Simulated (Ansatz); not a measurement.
input.yaml

```yaml
crystal:
  lattice:
    - [4.6660155511, 0.0, 0.0]
    - [0.0, 4.6660155511, 0.0]
    - [0.0, 0.0, 4.6660155511]
  atoms:
    - { symbol: Cs, position: [0.0, 0.0, 0.0] }
    - { symbol: I, position: [0.5, 0.5, 0.5] }
basis:
  ecutwfc: 420
kpoints:
  mp_grid: { grid: [6, 6, 6] }
hamiltonian:
  xc: lda
scf:
  occupations: { method: gaussian, width: 0.02 }
output:
  forces: true
  stress: true
  eigenvalues: true
relax:
  adjacent_minimum: "off"
  f_tol: 0.005
  max_steps: 50
  cell: { stress_tol: 0.05 }
```

Command:
```bash
ansatz run input.yaml --threads 1 --pin off --max-ram 2560MiB --backend cpu --events-out ev --progress --plain --runs-dir out
```

Method: DFT LDA, scalar-relativistic, plane waves, PAW in Ansatz 0.2.0.

From the run's log, abridged (iterations and final results):

```
SCF iter   1: F=—  HF=-12863.790080 eV  |F-HF|=—  |Δ(HF+E_count)|=         —  Δρ=3.49e-3  dr2=7.19e-3  ethr=1.77e-3  ⟨swp⟩=9.3  Hψ=2082  notcnv=0
SCF iter   2: F=—  HF=-12863.789330 eV  |F-HF|=—  |Δ(HF+E_count)|=   7.50e-4  Δρ=1.88e-3  dr2=2.22e-3  ethr=2.77e-5  ⟨swp⟩=3.1  Hψ=741  notcnv=0
SCF iter   3: F=—  HF=-12863.789295 eV  |F-HF|=—  |Δ(HF+E_count)|=   3.55e-5  Δρ=1.94e-4  dr2=6.28e-5  ethr=8.53e-6  ⟨swp⟩=1.6  Hψ=366  notcnv=0
SCF iter   4: F=—  HF=-12863.789305 eV  |F-HF|=—  |Δ(HF+E_count)|=   1.08e-5  Δρ=6.42e-5  dr2=4.72e-6  ethr=2.41e-7  ⟨swp⟩=2.3  Hψ=535  notcnv=0
SCF iter   5: F=—  HF=-12863.789306 eV  |F-HF|=—  |Δ(HF+E_count)|=   3.66e-7  Δρ=1.16e-5  dr2=1.74e-7  ethr=1.81e-8  ⟨swp⟩=2.4  Hψ=626  notcnv=0
SCF iter   6: F=-12863.789306 eV  HF=-12863.789306 eV  |F-HF|=1.07e-8  |Δ(HF+E_count)|=   1.02e-7  Δρ=2.66e-6  dr2=9.16e-9  ethr=3.85e-10  ⟨swp⟩=6.7  Hψ=1633  notcnv=0
SCF 1 converged in 6 iterations: F = -12863.789306 eV  dr2 = 9.16e-9
relax step   1: F+E_penalty+E_count = -12863.78930575 eV  Δ(F+E_penalty+E_count) = +0.000e0 eV  max|allowed force component| = 1.098e-28 eV/Å  Δτ_max = 0.0000 Å  P = -1.881 GPa  Ω = 101.587 Å³  (6 SCF iters, dr2 threshold 1.00e-7 eV, accepted)
Crystal: 2 atoms, lattice volume = 96.170 Å³
Basis set: ecut = 420 eV, 1863 PW (Γ)
Initial density: handed on by an earlier stage of this run
Initial wavefunctions: those handed on with the density
SCF iter   1: F=—  HF=-12863.849883 eV  |F-HF|=—  |Δ(HF+E_count)|=         —  Δρ=1.45e-3  dr2=6.38e-3  ethr=2.44e-5  ⟨swp⟩=2.2  Hψ=2602  notcnv=0
SCF iter   2: F=—  HF=-12863.847657 eV  |F-HF|=—  |Δ(HF+E_count)|=   2.23e-3  Δρ=5.54e-4  dr2=9.55e-4  ethr=2.44e-5  ⟨swp⟩=2.9  Hψ=509  notcnv=0
SCF iter   3: F=—  HF=-12863.847264 eV  |F-HF|=—  |Δ(HF+E_count)|=   3.94e-4  Δρ=1.81e-4  dr2=5.55e-5  ethr=3.67e-6  ⟨swp⟩=2.1  Hψ=492  notcnv=0
SCF iter   4: F=—  HF=-12863.847249 eV  |F-HF|=—  |Δ(HF+E_count)|=   1.46e-5  Δρ=4.98e-5  dr2=3.44e-6  ethr=2.14e-7  ⟨swp⟩=2.0  Hψ=436  notcnv=0
SCF iter   5: F=-12863.847249 eV  HF=-12863.847249 eV  |F-HF|=4.30e-8  |Δ(HF+E_count)|=   4.32e-7  Δρ=6.73e-6  dr2=3.93e-8  ethr=7.69e-10  ⟨swp⟩=5.5  Hψ=1939  notcnv=0
SCF 2 converged in 5 iterations: F = -12863.847249 eV  dr2 = 3.93e-8
relax step   2: F+E_penalty+E_count = -12863.84724863 eV  Δ(F+E_penalty+E_count) = -5.794e-2 eV  max|allowed force component| = 5.128e-29 eV/Å  Δτ_max = 0.0000 Å  P = -1.493 GPa  Ω = 96.170 Å³  energy of the carried Pulay correction = +4.204e-4 eV  (5 SCF iters, dr2 threshold 2.00e-7 eV, accepted)
Crystal: 2 atoms, lattice volume = 82.545 Å³
Basis set: ecut = 420 eV, 1575 PW (Γ)
SCF iter   1: F=—  HF=-12863.915315 eV  |F-HF|=—  |Δ(HF+E_count)|=         —  Δρ=3.81e-3  dr2=3.46e-2  ethr=1.36e-4  ⟨swp⟩=1.8  Hψ=2540  notcnv=0
SCF iter   2: F=—  HF=-12863.903269 eV  |F-HF|=—  |Δ(HF+E_count)|=   1.20e-2  Δρ=1.56e-3  dr2=5.70e-3  ethr=1.33e-4  ⟨swp⟩=3.0  Hψ=529  notcnv=0
SCF iter   3: F=—  HF=-12863.900903 eV  |F-HF|=—  |Δ(HF+E_count)|=   2.37e-3  Δρ=4.39e-4  dr2=2.61e-4  ethr=2.19e-5  ⟨swp⟩=3.2  Hψ=570  notcnv=0
SCF iter   4: F=—  HF=-12863.900841 eV  |F-HF|=—  |Δ(HF+E_count)|=   6.22e-5  Δρ=1.21e-4  dr2=1.47e-5  ethr=1.00e-6  ⟨swp⟩=2.2  Hψ=583  notcnv=0
SCF iter   5: F=—  HF=-12863.900841 eV  |F-HF|=—  |Δ(HF+E_count)|=   2.10e-8  Δρ=1.25e-5  dr2=1.33e-7  ethr=7.69e-10  ⟨swp⟩=6.2  Hψ=1992  notcnv=0
SCF iter   6: F=-12863.900841 eV  HF=-12863.900841 eV  |F-HF|=3.36e-9  |Δ(HF+E_count)|=   1.41e-7  Δρ=2.43e-6  dr2=5.57e-9  ethr=5.12e-10  ⟨swp⟩=2.9  Hψ=1202  notcnv=0
SCF 3 converged in 6 iterations: F = -12863.900841 eV  dr2 = 5.57e-9
relax step   3: F+E_penalty+E_count = -12863.90084134 eV  Δ(F+E_penalty+E_count) = -5.359e-2 eV  max|allowed force component| = 1.488e-29 eV/Å  Δτ_max = 0.0000 Å  P = +0.605 GPa  Ω = 82.545 Å³  energy of the carried Pulay correction = +1.587e-3 eV  (6 SCF iters, dr2 threshold 2.00e-7 eV, accepted)
Crystal: 2 atoms, lattice volume = 85.609 Å³
Basis set: ecut = 420 eV, 1743 PW (Γ)
SCF iter   1: F=—  HF=-12863.906324 eV  |F-HF|=—  |Δ(HF+E_count)|=         —  Δρ=8.88e-4  dr2=1.93e-3  ethr=7.21e-6  ⟨swp⟩=2.2  Hψ=2590  notcnv=0
SCF iter   2: F=—  HF=-12863.905651 eV  |F-HF|=—  |Δ(HF+E_count)|=   6.73e-4  Δρ=3.64e-4  dr2=3.19e-4  ethr=7.21e-6  ⟨swp⟩=2.0  Hψ=475  notcnv=0
SCF iter   3: F=—  HF=-12863.905519 eV  |F-HF|=—  |Δ(HF+E_count)|=   1.31e-4  Δρ=1.09e-4  dr2=1.55e-5  ethr=1.23e-6  ⟨swp⟩=2.1  Hψ=435  notcnv=0
SCF iter   4: F=—  HF=-12863.905516 eV  |F-HF|=—  |Δ(HF+E_count)|=   2.88e-6  Δρ=2.77e-5  dr2=9.16e-7  ethr=5.95e-8  ⟨swp⟩=2.1  Hψ=438  notcnv=0
SCF iter   5: F=-12863.905516 eV  HF=-12863.905516 eV  |F-HF|=1.02e-8  |Δ(HF+E_count)|=   1.28e-7  Δρ=3.50e-6  dr2=1.10e-8  ethr=7.69e-10  ⟨swp⟩=7.2  Hψ=1664  notcnv=0
SCF 4 converged in 5 iterations: F = -12863.905516 eV  dr2 = 1.10e-8
relax step   4: F+E_penalty+E_count = -12863.90551629 eV  Δ(F+E_penalty+E_count) = -4.675e-3 eV  max|allowed force component| = 8.431e-30 eV/Å  Δτ_max = 0.0000 Å  P = -0.063 GPa  Ω = 85.609 Å³  energy of the carried Pulay correction = +1.310e-3 eV  (5 SCF iters, dr2 threshold 2.00e-7 eV, accepted)
Crystal: 2 atoms, lattice volume = 85.311 Å³
SCF iter   1: F=—  HF=-12863.905613 eV  |F-HF|=—  |Δ(HF+E_count)|=         —  Δρ=8.63e-5  dr2=1.80e-5  ethr=4.52e-8  ⟨swp⟩=3.0  Hψ=2388  notcnv=0
SCF iter   2: F=—  HF=-12863.905608 eV  |F-HF|=—  |Δ(HF+E_count)|=   4.98e-6  Δρ=3.50e-5  dr2=2.87e-6  ethr=4.52e-8  ⟨swp⟩=2.0  Hψ=443  notcnv=0
SCF iter   3: F=—  HF=-12863.905605 eV  |F-HF|=—  |Δ(HF+E_count)|=   2.20e-6  Δρ=1.00e-5  dr2=1.41e-7  ethr=1.10e-8  ⟨swp⟩=2.1  Hψ=417  notcnv=0
SCF iter   4: F=—  HF=-12863.905605 eV  |F-HF|=—  |Δ(HF+E_count)|=   3.55e-8  Δρ=3.16e-6  dr2=1.15e-8  ethr=5.43e-10  ⟨swp⟩=2.2  Hψ=437  notcnv=0
SCF iter   5: F=-12863.905605 eV  HF=-12863.905605 eV  |F-HF|=1.16e-10  |Δ(HF+E_count)|=   2.00e-9  Δρ=3.81e-7  dr2=1.20e-10  ethr=3.80e-11  ⟨swp⟩=5.2  Hψ=1410  notcnv=0
SCF 5 converged in 5 iterations: F = -12863.905605 eV  dr2 = 1.20e-10
relax step   5: F+E_penalty+E_count = -12863.90560546 eV  Δ(F+E_penalty+E_count) = -8.918e-5 eV  max|allowed force component| = 2.646e-30 eV/Å  Δτ_max = 0.0000 Å  P = -0.004 GPa  Ω = 85.311 Å³  energy of the carried Pulay correction = +1.337e-3 eV  (5 SCF iters, dr2 threshold 9.89e-9 eV, accepted)
Initial wavefunctions: pseudopotential atomic-orbital guess (no wavefunctions were taken with the density)
SCF iter   1: F=—  HF=-12863.904402 eV  |F-HF|=—  |Δ(HF+E_count)|=         —  Δρ=1.05e-4  dr2=1.35e-6  ethr=4.35e-7  ⟨swp⟩=3.4  Hψ=2985  notcnv=0
SCF iter   2: F=—  HF=-12863.904404 eV  |F-HF|=—  |Δ(HF+E_count)|=   1.56e-6  Δρ=5.10e-5  dr2=3.17e-7  ethr=5.21e-9  ⟨swp⟩=2.0  Hψ=533  notcnv=0
SCF iter   3: F=—  HF=-12863.904404 eV  |F-HF|=—  |Δ(HF+E_count)|=   1.21e-7  Δρ=7.90e-6  dr2=9.19e-9  ethr=1.22e-9  ⟨swp⟩=2.0  Hψ=502  notcnv=0
SCF iter   4: F=—  HF=-12863.904404 eV  |F-HF|=—  |Δ(HF+E_count)|=   5.69e-9  Δρ=8.68e-7  dr2=7.58e-10  ethr=3.53e-11  ⟨swp⟩=2.0  Hψ=467  notcnv=0
SCF iter   5: F=—  HF=-12863.904404 eV  |F-HF|=—  |Δ(HF+E_count)|=  2.29e-10  Δρ=2.67e-7  dr2=6.49e-11  ethr=2.91e-12  ⟨swp⟩=2.0  Hψ=481  notcnv=0
SCF iter   6: F=-12863.904404 eV  HF=-12863.904404 eV  |F-HF|=1.82e-12  |Δ(HF+E_count)|=  2.36e-11  Δρ=5.28e-8  dr2=2.12e-12  ethr=1.00e-12  ⟨swp⟩=6.7  Hψ=1568  notcnv=0
SCF 6 converged in 6 iterations: F = -12863.904404 eV  dr2 = 2.12e-12
SCF converged after 6 iterations
Free energy (F): -12863.904404 eV
Harris-Foulkes:  -12863.904404 eV  (|F-HF|=1.82e-12)
Internal energy: -12863.904404 eV  (E = F + TS)
E sigma→0 (E₀):  -12863.904404 eV
Fermi energy:    6.670041 eV
--- Per-component energies (eV) ---
  E_band       = -414.767842
  E_kinetic    = 333.829852
  E_local      = -2331.005177  (includes V_loc(G=0)·N_el)
  E_nonlocal   = -52.571698
  E_hartree    = 1167.968089
  E_xc         = -301.349993
  E_vxc        = -256.921446  (∫ρ·V_xc dr)
  E_paw        = -9563.527351  (= ΣΔE_a)
  E_vpaw       = -444.035676  (= ΣTr[D̂ρ^β])
  E_aug_tail   = 0.000061  (compensation charges beyond the density's cutoff)
  E_ewald      = -2118.299960
  E_core_change = 1.051771  (= ΣΔE_core)
  E_smearing   =  0.000000  (= −TS)
--- Forces (eV/Å), atoms counted from 1 ---
  atom   1  Cs     0.00000000     0.00000000     0.00000000
  atom   2  I      0.00000000     0.00000000     0.00000000
--- Stress (GPa, compression-positive) ---
       -0.009707       0.000000       0.000000
        0.000000      -0.009707       0.000000
        0.000000       0.000000      -0.009707
  P = ⅓ Tr σ = -0.0097 GPa (-0.097 kbar)
--- Band table (eV; the first three rows and the last of 20) ---
  k-point 0: bands = ["-38.1780", "-38.1780", "-38.1780", "-38.1760", "-38.1760", "-15.5169", "-6.1722", "-2.1304", "-2.1304", "-2.1304", "4.7100", "4.7100", "4.7100", "8.5727", "8.5727", "8.7053", "12.7307"]
  k-point 1: bands = ["-38.1780", "-38.1780", "-38.1780", "-38.1760", "-38.1759", "-15.5064", "-6.1818", "-2.1821", "-2.1049", "-2.1049", "4.1062", "4.6482", "4.6482", "8.7526", "9.1667", "9.5169", "12.6062"]
  k-point 2: bands = ["-38.1780", "-38.1780", "-38.1780", "-38.1760", "-38.1758", "-15.4853", "-6.2057", "-2.2608", "-2.0527", "-2.0527", "3.2302", "4.5206", "4.5206", "9.2536", "10.5435", "11.0048", "12.0884"]
  k-point 19: bands = ["-38.1781", "-38.1781", "-38.1781", "-38.1755", "-38.1755", "-15.4041", "-5.8070", "-2.4852", "-2.4852", "-2.4852", "3.1332", "3.1332", "3.1332", "12.1407", "12.1407", "12.1407", "13.0748"]
--- Relaxed structure (5 steps of the walk, 5 accepted, 1 SCFs on fresh bases) ---
  F+E_penalty+E_count = -12863.90440408 eV   max|allowed force component| = 2.712e-30 eV/Å   (the final SCF, on the basis selected at the relaxed cell)
  cell:  # Å, volume = 85.3112 Å³
    - [4.40218873, 0.0, 0.0]
    - [0.0, 4.40218873, 0.0]
    - [0.0, 0.0, 4.40218873]
  atoms:
    - { symbol: Cs, position: [0.0, 0.0, 0.0] }
    - { symbol: I, position: [0.5, 0.5, 0.5] }
```

The relaxation met its thresholds.

It took 14 s on 1 thread of Arm Neoverse V1, on a shared host, peak memory 0.35 GiB.